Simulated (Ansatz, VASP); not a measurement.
# Cross-check of Al7InAs8 (random alloy of the zinc-blende AlAs-InAs line, x = 0.125) between VASP and Ansatz, part 2 of 2

Aim: how closely do two programs agree when they are given the same cell, functional and k mesh? Of the first pair: The structure shown is the start of the Ansatz relaxation below; VASP solves that cell, so the two are compared at the walk's first step.

VASP 6.6.1 and Ansatz 0.2.0.

So far: Set-up; Ansatz: relaxation, PBE.

### Step 3. VASP: single point, PBE, start cell, pair 1

Level of this step: PBE; plane waves and PAW (Al, As, In_d) (VASP).

The same cell, functional, mesh and smearing now go to VASP, with its own data sets.

Lines of VASP's logs that name or quote its potential files are left out, and so is its time.

File INCAR:

```
SYSTEM = Al7InAs8
PREC = Accurate
ENCUT = 400
EDIFF = 1E-06
NELM = 120
ISMEAR = -1
SIGMA = 0.1
LREAL = Auto
ALGO = Normal
GGA = PE
NBANDS = 192
LORBIT = 11
LWAVE = .FALSE.
LCHARG = .FALSE.
ISIF = 2
LASPH = .TRUE.
GGA_COMPAT = .FALSE.
EFERMI = MIDGAP
KPAR = 8
```

File POSCAR:

```
Al7InAs8
1.0
   11.5750000000      0.0000000000      0.0000000000
    0.0000000000     11.5750000000      0.0000000000
    0.0000000000      0.0000000000     11.5750000000
Al As In
28 32 4
Direct
    0.0028077754      0.9989373650      0.9990928726
    0.0030064795      0.2486825054      0.2505485961
    0.2494427646      0.9993434125      0.2519568035
    0.2500734341      0.2510064795      0.9980993521
    0.0015637149      0.9988164147      0.4997926566
    0.9987991361      0.2493131749      0.7488120950
    0.2480691145      0.0004060475      0.7528725702
    0.2487084233      0.2529157667      0.5000863931
    0.0002073434      0.5010712743      0.0005183585
    0.9996371490      0.7510064795      0.2514470842
    0.2519568035      0.7526306695      0.0037840173
    0.0002764579      0.5015118790      0.5005529158
    0.0003974082      0.7513174946      0.7496241901
    0.2520691145      0.7503239741      0.4993520518
    0.4994125270      0.0000777538      0.9989287257
    0.5006997840      0.2510323974      0.2481123110
    0.7495377970      0.0000604752      0.2476285097
    0.7506090713      0.2477321814      0.9999308855
    0.4999568035      0.9986609071      0.5022030238
    0.7478704104      0.0009503240      0.7513693305
    0.5009071274      0.5002419006      0.0001295896
    0.4994557235      0.7457883369      0.2517926566
    0.7497624190      0.4997926566      0.2500302376
    0.7504276458      0.7494859611      0.0008639309
    0.5037926566      0.4967170626      0.4988768898
    0.5000777538      0.7496069114      0.7523023758
    0.7478012959      0.5005442765      0.7508682505
    0.7509719222      0.7504190065      0.5004838013
    0.1231533477      0.1264967603      0.1210194384
    0.1245701944      0.3775291577      0.3714384449
    0.3730971922      0.1246997840      0.3734773218
    0.3769762419      0.3765615551      0.1258660907
    0.1233779698      0.1245442765      0.6259179266
    0.1235421166      0.3738401728      0.8749805616
    0.3762764579      0.1246738661      0.8734686825
    0.3739006479      0.3753261339      0.6286306695
    0.1243887689      0.6230323974      0.1243974082
    0.1266090713      0.8754902808      0.3765269978
    0.3744794816      0.6258401728      0.3748682505
    0.3725874730      0.8725010799      0.1241295896
    0.1215118790      0.6244665227      0.6264276458
    0.1246479482      0.8753174946      0.8757062635
    0.3756457883      0.6252095032      0.8769503240
    0.3739006479      0.8757321814      0.6251317495
    0.6262116631      0.1242332613      0.1271187905
    0.6252872570      0.3762764579      0.3733477322
    0.8755421166      0.1264622030      0.3735118790
    0.8722073434      0.3769416847      0.1257105832
    0.6283974082      0.1217883369      0.6271360691
    0.6264881210      0.3746868251      0.8739611231
    0.8739179266      0.1259006479      0.8730194384
    0.8748164147      0.3765010799      0.6262980562
    0.6260734341      0.6253995680      0.1261771058
    0.6287775378      0.8757580994      0.3748336933
    0.8730626350      0.6241123110      0.3732786177
    0.8747041037      0.8766997840      0.1253736501
    0.6265572354      0.6293736501      0.6245701944
    0.6245010799      0.8761814255      0.8744535637
    0.8772267819      0.6248120950      0.8739265659
    0.8748682505      0.8770021598      0.6256414687
    0.2486997840      0.5021598272      0.2508941685
    0.2503412527      0.5002073434      0.7488380130
    0.5028077754      0.2505831533      0.7479308855
    0.7513866091      0.2500820734      0.4996803456
```

File KPOINTS:

```
Automatic mesh
0
Gamma
2 2 2
0 0 0
```

Potentials, in the order of the species: Al, As and In_d (PBE family, release 64).

Command:

```sh
$ mpirun -np 8 vasp_std
```

Numbers of over 12 decimals in the logs are rounded to 6 here.

The program printed:

```text
[banner, memory and clock lines left out]
running    8 mpi-ranks, on    1 nodes
[...]
|                                                                             |
|           W    W    AA    RRRRR   N    N  II  N    N   GGGG   !!!           |
|           W    W   A  A   R    R  NN   N  II  NN   N  G    G  !!!           |
|           W    W  A    A  R    R  N N  N  II  N N  N  G       !!!           |
|           W WW W  AAAAAA  RRRRR   N  N N  II  N  N N  G  GGG   !            |
|           WW  WW  A    A  R   R   N   NN  II  N   NN  G    G                |
|           W    W  A    A  R    R  N    N  II  N    N   GGGG   !!!           |
|                                                                             |
|     For optimal performance we recommend to set                             |
|       NCORE = 2 up to number-of-cores-per-socket                            |
|     NCORE specifies how many cores store one orbital (NPAR=cpu/NCORE).      |
|     This setting can greatly improve the performance of VASP for DFT.       |
|     The default, NCORE=1 might be grossly inefficient on modern             |
|     multi-core architectures or massively parallel machines. Do your        |
|     Unfortunately you need to use the default for GW and RPA                |
|     calculations (for HF NCORE is supported but not extensively tested      |
|     yet).                                                                   |
|                                                                             |

 LDA part: xc-table for (Slater+PW92), standard interpolation
 POSCAR, INCAR and KPOINTS ok, starting setup
[...]
entering main loop
       N       E                     dE             d eps       ncg     rms          rms(c)
DAV:   1     0.131824374236E+04    0.13182E+04   -0.96942E+04  3072   0.107E+03
DAV:   2    -0.102326208032E+03   -0.14206E+04   -0.13374E+04  3488   0.229E+02
DAV:   3    -0.290940523600E+03   -0.18861E+03   -0.18619E+03  4080   0.992E+01
DAV:   4    -0.298431552933E+03   -0.74910E+01   -0.74587E+01  3800   0.220E+01
[...]
DAV:  15    -0.291588212665E+03   -0.27245E-05   -0.98657E-06  3360   0.525E-03    0.919E-03
DAV:  16    -0.291588210201E+03    0.24644E-05   -0.46697E-06  3168   0.588E-03    0.194E-03
DAV:  17    -0.291588210349E+03   -0.14816E-06   -0.83254E-07  1960   0.250E-03
   1 F= -.29158821E+03 E0= -.29158749E+03  d E =-.144159E-02
```

OUTCAR, selected parts (step 3):

```text
  Total        3.6210440      3.6191646      3.3313938      0.3065011      1.0768684     -0.6311340
  in kB        3.7409455      3.7390039      3.4417043      0.3166501      1.1125261     -0.6520324
  external PRESSURE =       3.6405512 kB  Pullay stress =       0.0000000 kB

 POSITION                                       TOTAL-FORCE (eV/Angst)
 -----------------------------------------------------------------------------------
      0.03250     11.56270     11.56450        -0.458668      0.160337     -0.042648
      0.03480      2.87850      2.90010        -0.376033      0.176997     -0.239036
      2.88730     11.56740      2.91640        -0.110167      0.109984     -0.425462
      2.89460      2.90540     11.55300         0.162985     -0.029582      0.091621
      0.01810     11.56130      5.78510        -0.236119      0.188153     -0.028667
     11.56110      2.88580      8.66750        -0.004447      0.114166      0.083249
      2.87140      0.00470      8.71450         0.119721      0.014061     -0.207476
      2.87880      2.92750      5.78850        -0.019615     -0.153406     -0.041736
      0.00240      5.79990      0.00600        -0.157641     -0.211446     -0.059786
     11.57080      8.69290      2.91050         0.015325     -0.062006     -0.149011
      2.91640      8.71170      0.04380        -0.395849     -0.415522     -0.401242
      0.00320      5.80500      5.79390        -0.209084     -0.125371     -0.144307
      0.00460      8.69650      8.67690        -0.161816      0.062697      0.023873
      2.91770      8.68500      5.78000        -0.231101     -0.085152      0.242396
[...]
-----------------------------------------------------------------------------------
    total drift:                                0.032310     -0.088842     -0.015623

  FREE ENERGIE OF THE ION-ELECTRON SYSTEM (eV)
  ---------------------------------------------------
  free  energy   TOTEN  =      -291.5882103490 eV

  energy  without entropy=     -291.5867687577  energy(sigma->0) =     -291.58748955

[... 2 further parts left out ...]
```

The run ends at a pressure of 0.36 GPa, with forces up to 2.3 eV/Å.

### Step 4. Side by side

Known differences besides the potentials themselves: the data sets hold 616 valence electrons in Ansatz (on its default PAW (the set named soft_2) files) and 296 in VASP; the cutoff is 420 eV in Ansatz and 400 eV in VASP (PREC = Accurate, projectors in real space). Total energies have different zeros and are not compared.

Forces on 9 of the 64 atoms, those with the largest forces and the largest differences (eV/Å; atoms numbered as in POSCAR):

```tsv
atom	Ansatz x, y, z	VASP x, y, z
As30	-0.941, -1.081, 1.369	-0.943, -1.081, 1.375
As36	0.320, -0.118, -2.280	0.319, -0.119, -2.293
As37	-0.868, 1.286, -0.845	-0.868, 1.300, -0.844
As39	0.990, 0.544, 1.115	1.000, 0.528, 1.122
As41	-0.381, 1.029, -1.029	-0.372, 1.033, -1.029
As42	0.162, -0.225, 0.003	0.170, -0.233, -0.012
As47	0.939, -1.101, -0.814	0.940, -1.109, -0.807
As50	0.720, 0.839, 1.076	0.709, 0.841, 1.086
As53	-0.092, -0.086, -0.104	-0.106, -0.087, -0.116
```

The forces differ by 5.4 meV/Å r.m.s., which is 1.2 % of the r.m.s. force of 0.460 eV/Å (both taken over all components).

### Step 5. Ansatz: relaxation, PBE

This run makes the geometry at which the two programs are then compared. The cell compared in this pair holds 1545.79 Å³, against 1550.83 Å³ for the pair before.

The structure compared here is the end of the Ansatz relaxation.

This is the run of step 2 again, met here at its other cell.

### Step 6. VASP: single point, PBE, relaxed cell, pair 2

The same cell, functional, mesh and smearing now go to VASP, with its own data sets.

INCAR: that of step 3 with these lines changed.

```diff
@@ -2,3 +2,3 @@
 PREC = Accurate
-ENCUT = 400
+ENCUT = 500
 EDIFF = 1E-06
```

File POSCAR:

```
Al7InAs8
1.0
   11.5603310000      0.0002230000      0.0008280000
    0.0002230000     11.5633240000     -0.0000110000
    0.0008280000     -0.0000110000     11.5636960000
Al As In
28 32 4
Direct
    0.9998500000      0.0000300000      0.9998600000
    0.9999000000      0.2479100000      0.2484000000
    0.2501800000      0.0000100000      0.2501500000
    0.2482400000      0.2458800000      0.0021800000
    0.0021800000      0.9980500000      0.4999400000
    0.0000400000      0.2481700000      0.7524400000
    0.2477800000      0.9980900000      0.7501900000
    0.2480700000      0.2461400000      0.4979100000
    0.9963800000      0.5003100000      0.0004900000
    0.9981200000      0.7520500000      0.2496500000
    0.2500800000      0.7540500000      0.0002100000
    0.9978600000      0.5023200000      0.5000200000
    0.9983000000      0.7524200000      0.7497100000
    0.2501000000      0.7546600000      0.4999900000
    0.5001200000      0.9980300000      0.0023300000
    0.5001500000      0.2481800000      0.2476500000
    0.7502100000      0.9981200000      0.2478000000
    0.7522600000      0.2501700000      0.0021500000
    0.4982000000      0.9960400000      0.4980000000
    0.7520200000      0.9961200000      0.7520700000
    0.5042900000      0.5024400000      0.0020200000
    0.5022800000      0.7526300000      0.2501700000
    0.7501200000      0.5024000000      0.2481600000
    0.7503500000      0.7506500000      0.0001000000
    0.5021500000      0.5044900000      0.4978200000
    0.5021400000      0.7521200000      0.7505000000
    0.7523500000      0.5046500000      0.7522400000
    0.7502600000      0.7502900000      0.5000300000
    0.1246700000      0.1233100000      0.1261300000
    0.1165700000      0.3682100000      0.3812800000
    0.3754400000      0.1240200000      0.3739100000
    0.3813700000      0.3683700000      0.1165700000
    0.1247300000      0.1241500000      0.6260700000
    0.1189500000      0.3682800000      0.8835500000
    0.3673800000      0.1162700000      0.8821900000
    0.3751300000      0.3753400000      0.6103800000
    0.1181200000      0.6322700000      0.1180500000
    0.1257400000      0.8751600000      0.3735800000
    0.3809300000      0.6347600000      0.3807500000
    0.3750900000      0.8751700000      0.1271700000
    0.1180800000      0.6344400000      0.6175800000
    0.1237000000      0.8750800000      0.8744100000
    0.3822000000      0.6323800000      0.8823100000
    0.3744300000      0.8752500000      0.6266000000
    0.6261900000      0.1241500000      0.1246700000
    0.6188000000      0.3821900000      0.3665600000
    0.8821100000      0.1163400000      0.3673600000
    0.8751600000      0.3752000000      0.1272800000
    0.6261000000      0.1099000000      0.6245100000
    0.6336000000      0.3822100000      0.8813600000
    0.8740200000      0.1241100000      0.8754100000
    0.8815000000      0.3822500000      0.6335300000
    0.6263200000      0.6278500000      0.1260300000
    0.6266100000      0.8752700000      0.3743400000
    0.8740500000      0.6256300000      0.3740000000
    0.8745000000      0.8752500000      0.1236700000
    0.6261900000      0.6257100000      0.6260900000
    0.6258300000      0.8751700000      0.8765600000
    0.8757700000      0.6278300000      0.8755400000
    0.8751800000      0.8752500000      0.6244200000
    0.2500300000      0.5000900000      0.2500800000
    0.2480500000      0.5022600000      0.7503400000
    0.5001500000      0.2485600000      0.7522900000
    0.7522600000      0.2507000000      0.4979600000
```

KPOINTS is that of step 3.

Command:

```sh
$ mpirun -np 8 vasp_std
```

The program printed:

```text
[banner, memory and clock lines left out]
running    8 mpi-ranks, on    1 nodes
[...]
[... a notice as in an earlier step ...]

 LDA part: xc-table for (Slater+PW92), standard interpolation
 POSCAR, INCAR and KPOINTS ok, starting setup
[...]
entering main loop
       N       E                     dE             d eps       ncg     rms          rms(c)
DAV:   1     0.148419213704E+04    0.14842E+04   -0.10987E+05  3072   0.127E+03
DAV:   2    -0.686114126462E+02   -0.15528E+04   -0.14528E+04  3472   0.250E+02
DAV:   3    -0.290753792568E+03   -0.22214E+03   -0.21869E+03  4128   0.109E+02
DAV:   4    -0.300154513857E+03   -0.94007E+01   -0.93543E+01  3752   0.243E+01
[...]
DAV:  14    -0.293382154645E+03   -0.26444E-05   -0.24590E-05  3536   0.113E-02    0.144E-02
DAV:  15    -0.293382158578E+03   -0.39330E-05   -0.70635E-06  3520   0.553E-03    0.457E-03
DAV:  16    -0.293382157745E+03    0.83312E-06   -0.54323E-07  2048   0.269E-03
   1 F= -.29338216E+03 E0= -.29338146E+03  d E =-.139107E-02
```

Parts of OUTCAR (step 6):

```text
  Total        1.3052527      1.3366240      1.3057370      0.0238982     -0.0047341     -0.0238812
  in kB        1.3528684      1.3853841      1.3533703      0.0247700     -0.0049068     -0.0247524
  external PRESSURE =       1.3638743 kB  Pullay stress =       0.0000000 kB

 POSITION                                       TOTAL-FORCE (eV/Angst)
 -----------------------------------------------------------------------------------
     11.55942      0.00056     11.56290        -0.002627     -0.000309     -0.000828
     11.55944      2.86688      2.87325         0.000125      0.002198      0.005173
      2.89237      0.00017      2.89287         0.001235     -0.001968      0.000781
      2.86979      2.84325      0.02541        -0.002556     -0.005293      0.004052
      0.02584     11.54077      5.78115        -0.003974      0.004210      0.000574
      0.00114      2.86966      8.70098         0.000657      0.001929     -0.002173
      2.86526     11.54129      8.67516         0.003612      0.002322     -0.001285
      2.86824      2.84625      5.75788        -0.003585     -0.004759     -0.003029
     11.51859      5.78547      0.00649         0.002524      0.000807     -0.000471
     11.53897      8.69642      2.88769         0.004828     -0.002049      0.004340
      2.89118      8.71938      0.00263        -0.002195     -0.001068     -0.002471
     11.53612      5.80871      5.78290         0.002086     -0.001078      0.001002
     11.54147      8.70069      8.67024         0.004046     -0.003322      0.003030
      2.89182      8.72643      5.78193        -0.000764     -0.002500      0.000631
[...]
-----------------------------------------------------------------------------------
    total drift:                                0.002898      0.013764      0.008564

  FREE ENERGIE OF THE ION-ELECTRON SYSTEM (eV)
  ---------------------------------------------------
  free  energy   TOTEN  =      -293.3821577447 eV

  energy  without entropy=     -293.3807666713  energy(sigma->0) =     -293.38146221

[... 1 part as in an earlier step ...]

[... 1 further part left out ...]
```

The run ends at a pressure of 0.14 GPa, with forces up to 0.015 eV/Å.

### Step 7. Side by side

What differs besides the data sets and the points named for the pairs above, as far as they apply: the data sets hold 616 valence electrons in Ansatz (on its default PAW (the set named soft_2) files) and 296 in VASP; the cutoff is 420 eV in Ansatz and 500 eV in VASP (PREC = Accurate, projectors in real space). Total energies have different zeros and are not compared.

Both answers:

```tsv
quantity	Ansatz	VASP	difference
pressure (GPa)	0.00	0.14	-0.14
gap on the k mesh (eV)	1.423	1.427	-0.004
```

The largest component of a force difference here is 10 meV/Å. A gap on the mesh is an upper bound, since the band edges may lie between its points.

### Step 8. What came out

```json
{"r.m.s. force difference (single point, PBE, start cell, pair 1)": "1.2 % of the r.m.s. force", "difference in gap on the k mesh (single point, PBE, relaxed cell, pair 2)": "-0.0041 eV"}
```

The r.m.s. force difference is 1.2 % of the r.m.s. force (single point, PBE, start cell, pair 1), within the 3 % picked in this series as the mark of a large difference. The data sets hold unlike numbers of valence electrons (616 in Ansatz and 296 in VASP), so part of the differences may come from the potentials. How closely two codes agree says nothing of how well the functional describes the real material.

[Lines on the potential files, build, host, timing and source positions are cut from VASP's logs without a mark.]

[Logs are printed without paths, hosts, clocks, repeated set-up lines and the standing remarks that a program may print on its own settings, such as how far it seeks lower states.]

[Hosts, paths, dates, database ids (printed as entryN), source tags and the programs' standing remarks are cut or masked in the printed files.]
